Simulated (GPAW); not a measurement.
GaSb:

```
Sb Ga
1.0
     0.00000    3.05900    3.05900
     3.05900    0.00000    3.05900
     3.05900    3.05900    0.00000
Sb Ga
1 1
Direct
  0.25000 0.25000 0.25000
  0.00000 0.00000 0.00000
```

Program: GPAW 26.7.0. Alike in all runs: potentials or basis PAW data sets generated in the run's folder for this functional, pw; cell as given.

Task: Order these runs on this cell by their pressure, lowest first.
A. level LDA; spin off; k mesh 6 × 6 × 6; cutoff (eV) 500; smearing fermi-dirac 0.01 eV
B. level BLYP; spin SOC, no magnetisation; k mesh 6 × 6 × 6; cutoff (eV) 600; smearing fermi-dirac 0.05 eV; eigensolver davidson; band path GXWKGLUWLK,UX; band points 60; spin axis theta (degrees) 0
C. level OLYP; spin SOC, no magnetisation; k mesh 6 × 6 × 6; cutoff (eV) 600; smearing fermi-dirac 0.05 eV; eigensolver davidson; band path GXWKGLUWLK,UX; band points 100; spin axis theta (degrees) 54.7
D. level AM05; spin off; k mesh 8 × 8 × 8; cutoff (eV) 600; smearing fermi-dirac 0.05 eV; older calculator (legacy_gpaw) yes

Result: A (-2.0 GPa), D (0.2 GPa), C (3.5 GPa), B (5.3 GPa).

Caveats: spin-orbit coupling was added after a scalar SCF, so levels and gaps hold it while energy, forces, pressure and moments don't (some runs); the cutoff is short for stress and forces, so pressures can be off by a GPa or more (some runs).

Not every run made on this cell is shown here.
